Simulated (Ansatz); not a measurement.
# Calculated S-33 NMR of the central transition for SnS under strain

Cell: an entry of the Crystallography Open Database (COD), relaxed with PBE at fixed cell and then changed (z stretched by 2 %, ions relaxed).

```
CELL_PARAMETERS angstrom
11.32000 0.00000 0.00000
0.00000 4.05000 0.00000
0.00000 0.00000 4.32684
ATOMIC_POSITIONS crystal
Sn 0.12046 0.25000 0.11906
Sn 0.37954 0.75000 0.61906
Sn 0.62046 0.25000 0.38094
Sn 0.87954 0.75000 0.88094
S 0.85147 0.25000 0.47674
S 0.64853 0.75000 0.97674
S 0.35147 0.25000 0.02326
S 0.14853 0.75000 0.52326
```

Sites (sets of like atoms) are named by element and the number of their first atom in this list.

Computed with Ansatz: DFT, PBE, plane waves and PAW, scalar-relativistic, 420 eV cutoff, Γ-centred 4×11×10 k-points, Fermi–Dirac smearing 0.02 eV.

S-33 has I = 3/2 and Q = -69.40 mb (Pyykkö 2018); at 9.4 T its Larmor frequency is ν₀ = 30.8 MHz. Only the quadrupole interaction is simulated: positions count from each site's isotropic chemical shift, and shift anisotropy, dipolar and J coupling are left out.

Task: Simulate the second-order pattern (static powder, Gaussian broadening 7 kHz) of site S (3 Sn at 2.65–2.69 Å; also 2 Sn at 3.29 Å).

Result: The calculation gives C_Q = 5.46 MHz and η = 0.07, so ν_Q = 2.73 MHz and the centre of gravity lies at -789 ppm (-24.3 kHz).

| offset (kHz) | height |
| --- | --- |
| -94.0 | 1 |
| -87.5 | 28 |
| -81.0 | 80 |
| -74.6 | 100 |
| -68.1 | 74 |
| -61.6 | 57 |
| -55.1 | 50 |
| -48.6 | 45 |
| -42.1 | 43 |
| -35.7 | 40 |
| -29.2 | 39 |
| -22.7 | 38 |
| -16.2 | 38 |
| -9.7 | 37 |
| -3.2 | 36 |
| 3.2 | 31 |
| 9.7 | 31 |
| 16.2 | 33 |
| 22.7 | 37 |
| 29.2 | 43 |
| 35.7 | 58 |
| 42.1 | 85 |
| 48.6 | 36 |
| 55.1 | 1 |

At S V_zz stands upright on the plane through its three neighbours (within 12°).

Without spin–orbit coupling (the program notes it for Sn) the gradients can shift somewhat, as the gap is small.

The relaxation (5 steps) took 3.2 min of wall time (3.2 min of CPU time) and 1.1 GiB at its peak, on 1 thread of Intel Xeon Platinum 8488C (Sapphire Rapids) (x86_64; 16 cores open to the job, memory cap 3.0 GiB, no GPU), a shared host with a load of 0.6 a core.
